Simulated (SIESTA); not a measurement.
Runs of SIESTA 5.4.2 on Hg. The cell holds a slab with vacuum, 6 atoms: a = 3.606 Å, b = 3.606 Å, c = 29.049 Å, α = 90.00°, β = 90.00°, γ = 60.06°. The slab is cut from a database's or a generator's crystal, which needn't be the stable form of the element.

| level | potentials or basis | gap on the mesh (eV) | largest force (eV/Å) |
| --- | --- | --- | --- |
| RPBE | PseudoDojo 0.4 standard (PBE files), DZP (energy shift 0.003 Ry; two zetas on semicore shells) | 0.82 | 0.07 |
| PBEsol | PseudoDojo 0.4 standard (PBEsol files), DZP (energy shift 0.003 Ry; two zetas on semicore shells) | 0.79 | 0.40 |
| PW91 | PseudoDojo 0.4 standard (PBE files), DZP (energy shift 0.003 Ry; two zetas on semicore shells) | 0.84 | 0.19 |
| BLYP | PseudoDojo 0.4 standard (PBE files), DZP (energy shift 0.003 Ry; two zetas on semicore shells) | 0.98 | 0.10 |
| revPBE | PseudoDojo 0.4 standard (PBE files), DZP (energy shift 0.003 Ry; two zetas on semicore shells) | 0.82 | 0.10 |
| AM05 | PseudoDojo 0.4 standard (PBEsol files), DZP (energy shift 0.003 Ry; two zetas on semicore shells) | (a) | 0.34 |
| WC | PseudoDojo 0.4 standard (PBEsol files), DZP (energy shift 0.003 Ry; two zetas on semicore shells) | 0.81 | 0.40 |
| PBE | PseudoDojo 0.4 standard (PBE files), DZP (energy shift 0.003 Ry; two zetas on semicore shells) | 0.79 | 0.19 |
| LDA | PseudoDojo 0.4 standard (LDA files), DZP (energy shift 0.003 Ry; two zetas on semicore shells) | 0.84 | (b) |

Alike in all rows: task single point; no spin polarisation; cell as given; k mesh 9 × 9 × 1; smearing fermi-dirac 0.05 eV; grid cutoff 800 Ry; energy shift 0.003 Ry.

Problem. Fill in the values left out.

Solution. (a) 0.83; (b) 0.50.

Caveats: the valence orbitals were made in a potential fitted to the semicore shell under them, which widens gaps by tenths of an eV or more; spin-orbit coupling is left out, which moves the levels of the heavy elements; the basis of atomic orbitals isn't converged, which shifts pressures, moduli and gaps; the potentials were made for another functional, which shifts forces and pressure (some runs); the real-space grid breaks translation symmetry, so forces needn't sum to zero (some runs).

A k mesh can miss the band edges, and the runs leave out spin-orbit coupling on Hg.
